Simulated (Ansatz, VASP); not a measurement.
GaN in VASP and in Ansatz

```xyz
4
Lattice="3.1800 0.0000 0.0000 -1.5900 2.7540 0.0000 0.0000 0.0000 5.2693" Properties=species:S:1:pos:R:3 pbc="T T T"
Ga    0.0000    1.8360    0.0291
Ga    1.5900    0.9180    2.6637
N     0.0000    1.8360    1.9996
N     1.5900    0.9180    4.6343
```

Change from the starting cell: z stretched by +2 %, ions relaxed.

Alike in both runs: functional PBE; k mesh 11 × 11 × 6; occupations fermi-dirac, width 0.02 eV; no spin polarisation.

Ansatz relaxed the structure, and its values are those at the end. VASP's run is a single point on that final structure, the one shown.

|  | VASP | Ansatz |
| --- | --- | --- |
| version | VASP 6.6.1 | Ansatz 0.2.0 |
| potentials or method | VASP PAW PBE potentials, release 64 (Ga_d, N) | plane-wave PAW, scalar-relativistic |
| plane-wave cutoff (eV) | 520 | 420 |
| valence electrons in the cell | 36 | 36 |

|  | VASP | Ansatz | Ansatz less VASP |
| --- | --- | --- | --- |
| gap on the k mesh at the Fermi level (eV) | 1.77 | 1.77 | -0.007 |
| pressure (GPa) | 3.5 | 3.4 | -0.09 |

Ansatz warned: «stress_scf_threshold_loose».
